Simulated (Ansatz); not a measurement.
# Pb in Ansatz: the effect of functional

The system is Pb.

```
CELL_PARAMETERS angstrom
3.03861 -1.75032 0.00000
3.03861 1.75032 0.00000
-2.11546 0.00000 6.09522
ATOMIC_POSITIONS crystal
Pb 0.90851 0.90851 0.72629
Pb 0.09149 0.09149 0.27371
```

This isn't the form of Pb at room conditions, which is fcc.

Alike in all runs:

| Property | Result |
| --- | --- |
| Program | Ansatz 0.2.0 |
| Task | band structure |
| Potentials or basis | Ansatz PAW |
| k mesh | 5 × 5 × 3 |
| Occupations | fermi-dirac, width 0.05 eV |
| Spin | no spin polarisation |

Q: One run gave: pressure -1.4 GPa; largest force 0.07 eV/Å. Which functional did it use?
A. PBEsol
B. r2SCAN
C. LDA

A: A.

```tsv
functional	cutoff	pressure (GPa)	largest force (eV/Å)
LDA	420 eV (not typed: the program's choice for these potentials)	-2.8	0.10
PBEsol	420 eV (not typed: the program's choice for these potentials)	-1.4	0.07
r2SCAN	500 eV (not typed: the program's choice for these potentials)	0.0	0.07
```

Caveats: all runs use coarse meshes; the PAW data sets come from PBE, with cores solved anew for the run's functional, which leaves a small shift of forces and pressure.
